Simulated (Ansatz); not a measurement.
Crystal: PbSe (Clausthalite).

```xyz
2
Lattice="0.0000 3.0606 3.0606 3.0606 0.0000 3.0606 3.0606 3.0606 0.0000" Properties=species:S:1:pos:R:3 pbc="T T T"
Pb    0.0000    0.0000    0.0000
Se    3.0606    3.0606    3.0606
```

| Property | Result |
| --- | --- |
| Program | Ansatz 0.2.0 |
| Task | relaxation of cell and atoms |
| Functional | HSE06 |
| Potentials or basis | Ansatz PAW |
| Cutoff | 420 eV (not typed: the program's choice for these potentials) |
| k mesh | 4 × 4 × 4 |
| Occupations | fermi-dirac, width 0.05 eV |
| Spin | no spin polarisation |

At the start: volume 28.67 Å³/atom.

**Question.** How do energy, volume and symmetry change on relaxing?

**Answer.** It ends after 4 steps and the volume is 29.42 Å³/atom (+2.6 %); space group Fm-3m (No. 225, to 0.05 Å).

The path:
```csv
step,energy change (eV),largest force (eV/Å),volume (Å³)
1,0.0000,0.0000,57.34
2,-0.0043,0.0000,59.55
3,-0.0058,0.0000,58.83
4,-0.0060,0.0000,58.83
```

Final structure:
```
CELL_PARAMETERS angstrom
0.00000 3.08691 3.08691
3.08691 0.00000 3.08691
3.08691 3.08691 0.00000
ATOMIC_POSITIONS crystal
Pb 0.00000 0.00000 0.00000
Se 0.50000 0.50000 0.50000
```

Caveat: the k mesh is coarse (spacing up to 0.44 Å⁻¹), so the values aren't converged, least of all with exact exchange; the plane-wave basis is chosen anew once the cell has moved, so the energies of steps on either side of that aren't comparable; the PAW data sets come from PBE, with cores solved anew for the run's functional, which leaves a small shift of forces and pressure.
